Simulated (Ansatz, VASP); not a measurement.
# CaSe in VASP and in Ansatz

File run.py:

```python
from ase.calculators.vasp import Vasp
from ase.dft.bandgap import bandgap
from ase.io import read

atoms = read('CaSe.xyz')
calc = Vasp(
    directory='calc',
    xc='pbe',
    pp='PBE',
    setups='gw',
    prec='Accurate',
    encut=550,
    ediff=1e-06,
    ismear=0,
    sigma=0.02,
    lreal=False,
    lasph=True,
    nelm=80,
    algo='Normal',
    isif=2,
    lwave=False,
    lcharg=False,
    kpts=[7, 7, 7],
    gamma=True,
    nbands=15,
)
atoms.calc = calc

print('energy (eV):', atoms.get_potential_energy())
print('free energy (eV):', atoms.get_potential_energy(force_consistent=True))
print('forces (eV/A):')
print(atoms.get_forces())
print('stress (eV/A^3, Voigt):', atoms.get_stress())
print('Fermi level (eV):', calc.get_fermi_level())
gap, top, bottom = bandgap(calc)
print('band gap (eV):', gap, 'from (spin, k, band)', top, 'to', bottom)
```

Contents of CaSe.xyz:

```xyz
2
Lattice="0.0000000000 3.3000000000 3.3000000000 3.3000000000 0.0000000000 3.3000000000 3.3000000000 3.3000000000 0.0000000000" Properties=species:S:1:pos:R:3 pbc="T T T"
Se     1.6500000000      1.6500000000      1.6500000000
Ca     0.0000000000      0.0000000000      0.0000000000
```

input.yaml

```yaml
crystal:
  lattice:
    - [0.0, 3.3, 3.3]
    - [3.3, 0.0, 3.3]
    - [3.3, 3.3, 0.0]
  atoms:
    - { symbol: Se, position: [0.25, 0.25, 0.25] }
    - { symbol: Ca, position: [0.0, 0.0, 0.0] }
hamiltonian:
  xc: pbe
  pseudopotentials: { kind: paw }
kpoints:
  mp_grid: { grid: [7, 7, 7] }
scf:
  occupations: { method: gaussian, width: 0.02 }
output:
  forces: true
  stress: true
  eigenvalues: true
  write_density: true
  write_potential: true
  elf: true
  volumetric_format: npy
```

The cell comes from a database or a generator and needn't be the stable form of this composition.

Alike in both runs: task single point; functional PBE; k mesh 7 × 7 × 7; occupations gaussian, width 0.02 eV; no spin polarisation.

```csv
,VASP,Ansatz
version,VASP 6.6.1,Ansatz 0.2.0
potentials or method,"VASP PAW PBE potentials, release 64 (Se_GW, Ca_sv_GW)",Ansatz PAW
plane-wave cutoff (eV),550,420
valence electrons in the cell,16,26
```

Ansatz gave:

| Property | Result |
| --- | --- |
| gap on the k mesh at the Fermi level (eV) | 3.15 |
| least direct gap on the mesh (eV) | 3.24 |
| pressure (GPa) | -0.2 |

Task: Estimate VASP's values.

Result: gap on the k mesh at the Fermi level (eV): 3.15; least direct gap on the mesh (eV): 3.23; pressure (GPa): -0.3.

The functional is the same, so the differences come from potentials, cutoffs and numerics. The two sets of potentials don't hold the same shells in valence.

Caveats: an odd mesh through Γ misses points on the zone boundary, where band edges often lie (VASP); odd divisions of the mesh miss points on the zone boundary, where band edges often lie, so the gap on the mesh can be too wide (Ansatz).
